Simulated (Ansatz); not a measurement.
Runs of Ansatz 0.2.0 on AlN. It takes space group P6_3/mmc (No. 194, hexagonal). Conventional cell: a = 3.312 Å, b = 3.312 Å, c = 4.188 Å, α = 90.00°, β = 90.00°, γ = 120.00°. Al (site symmetry -6m2) is surrounded by 5 N at 1.91 to 2.09 Å. Around N (site symmetry -6m2) lie 5 Al at 1.91 to 2.09 Å. Measurements of this composition are mostly on another form, of space group No. 186.

```csv
screening (1/Å),share of exact exchange,gap on the mesh (eV),pressure (GPa)
0.4,0.25,(b),-5.1
0.2,0.1,3.76,-2.2
0.2,0.2,4.28,-4.6
0.2,0.15,(a),-3.4
0.2,0.3,4.81,-6.9
0.2,0.25,(c),-5.8
0.2,0.05,3.51,-1.0
0.6,0.25,3.81,-4.2
```

Alike in all rows: task single point; level HSE06 form with a typed share of exact exchange; potentials or basis Ansatz PAW; no spin polarisation; cell as given; k mesh 5 × 5 × 4; cutoff (eV) 420; smearing fermi-dirac 0.05 eV; the mesh is coarse, so values aren't converged.

Task: Fill in the values left out.

Result: (a) 4.02; (b) 4.11; (c) 4.54.

Caveats: all runs use coarse meshes; odd divisions of the mesh miss points on the zone boundary, where band edges often lie, so the gap on the mesh can be too wide; the PAW data sets come from PBE, with cores solved anew for the run's functional, which leaves a small shift of forces and pressure; the thresholds are loose for stress.

